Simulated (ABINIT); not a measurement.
Here is an ABINIT 10.8.3 (patched build) calculation.

Contents of run.abi:

```
# Pseudopotentials
pp_dirpath "./"
pseudos "Hf.upf, C.upf"

# Structure
acell 3*1.0
rprim
     0.0000000000     4.3936132398     4.3936132398
     4.3936132398     0.0000000000     4.3936132398
     4.3936132398     4.3936132398     0.0000000000
ntypat 2
znucl 72 6
natom 2
typat 1 2
chkprim 0
chksymtnons 0
tolsym 1.0e-6
xred
            1/2            1/2            1/2
            0.0            0.0            0.0

# Plane-wave basis
ecut 41.0
ecutsm 0.5

# k points
kptopt 1
ngkpt 8 8 8
nshiftk 1
shiftk 0.0 0.0 0.0

# Exchange and correlation
ixc -116133

# Bands and occupations
nband 12
occopt 3
tsmear 0.00183747

# SCF cycle
nstep 80
tolvrs 1.0e-12

# Output
iomode 3
prteig 0
prtebands 0
prtwf 0
prtden 0

# Relaxation
ionmov 2
optcell 2
ntime 50
tolmxf 2.0e-5
dilatmx 1.08
```

Potentials or basis: PseudoDojo NC SR PBEsol v0.4.1 standard.

Command:

```bash
$ mpirun --bind-to none -np 4 abinit run.abi > log 2>&1
```

Problem. Predict the band gap on the k mesh.

Solution. None (metal or under the smearing width).

Problem. Estimate the space group after relaxing (to 0.05 Å).

Solution. Fm-3m (No. 225).

Problem. Predict the relaxed volume.

Solution. 12.25 Å³/atom.

Problem. Estimate the relaxed cell.

Solution. a = 3.260 Å, b = 3.260 Å, c = 3.260 Å, α = 60.00°, β = 60.00°, γ = 60.00°.

Final structure:
```
Hf C
1.0
     0.00000    2.30501    2.30501
     2.30501    0.00000    2.30501
     2.30501    2.30501    0.00000
Hf C
1 1
Direct
  0.50000 0.50000 0.50000
  0.00000 0.00000 0.00000
```

The run has no spin-orbit coupling, so splittings on Hf are missing.
